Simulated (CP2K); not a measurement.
Runs of CP2K 2026.2 on ZnCu. Symmetry: Pm-3m, No. 221, cubic system. Conventional cell: a = 2.945 Å, b = 2.945 Å, c = 2.945 Å, α = 90.00°, β = 90.00°, γ = 90.00°. Zn (site symmetry m-3m) is surrounded by 8 Cu at 2.55 Å. Around Cu (site symmetry m-3m) lie 8 Zn at 2.55 Å. 

| task | level | smearing | EPS_DEFAULT | NGRIDS | points a segment of the path (NPOINTS) | bands added on the path | gap on the mesh (eV) | pressure (GPa) | V0 of scaled cells (Å³/atom) | B0 (GPa) |
| --- | --- | --- | --- | --- | --- | --- | --- | --- | --- | --- |
| band structure | PBEsol | fermi-dirac 0.01 eV | 1.0E-9 | 5 | 6 | 2 | none | -3.4 | - | - |
| equation of state | PBEsol | fermi-dirac 0.05 eV | 1.0E-10 | 4 | - | - | - | - | (b) | 138 |
| equation of state | PBE | fermi-dirac 0.05 eV | 1.0E-10 | 5 | - | - | - | - | 13.14 | 115 |
| single point | PBEsol | fermi-dirac 0.05 eV | 1.0E-10 | 4 | - | - | none | -3.4 | - | - |
| single point | PBE | fermi-dirac 0.05 eV | 1.0E-10 | 4 | - | - | none | (a) | - | - |

Alike in all rows: potentials or basis POTENTIAL_UZH Zn GTH-PBE-q12, Cu GTH-PBE-q11; TZVP-MOLOPT-PBE-GTH basis; no spin polarisation; cell as given; k mesh 9 × 9 × 9.

Problem. Fill in the values left out.

Solution. (a) 3.6; (b) 12.44.

Caveats: the basis of atomic orbitals isn't converged, which shifts pressures, moduli and gaps; the potentials were made for another functional, which shifts forces and pressure (some runs).

A k mesh can miss the band edges.

A gap of «none» marks a metal or a gap under the smearing width.

Not every run made on this cell is shown here.
